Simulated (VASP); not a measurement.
A run of VASP 6.6.1 is set up as follows.

Contents of INCAR:

```
SYSTEM = Cs
  PREC = Accurate
  ENCUT = 520
  EDIFF = 1E-6
  ISMEAR = -1
  SIGMA = 0.1
  LREAL = .False.
  LASPH = .True.
  NELM = 100
  ALGO = Normal
  ISIF = 2
  LWAVE = .False.
  LCHARG = .False.
  NBANDS = 16
```

The input KPOINTS:

```
Automatic mesh
0
Gamma
  5 5 3
  0 0 0
```

POSCAR

```
Cs
1.0
    5.5663060500      0.0000000000      0.0000000000
   -2.7831530300      4.8205624500      0.0000000000
    0.0000000000      0.0000000000      9.2584789600
Cs
2
Direct
    0.3333333333      0.6666666667      0.2500000000
    0.6666666667      0.3333333333      0.7500000000
```

Potentials or basis: VASP PAW LDA potentials, release 64 (Cs_sv).

Launch:

```console
$ cat potpaw_LDA.64/Cs_sv/POTCAR > POTCAR
$ mpirun -np 1 vasp_std > vasp.out
```

(1) What does it give for the band gap on the k mesh?

(2) Estimate the pressure.

Results:

(1) none (metal or under the smearing width).

(2) -0.4 GPa.
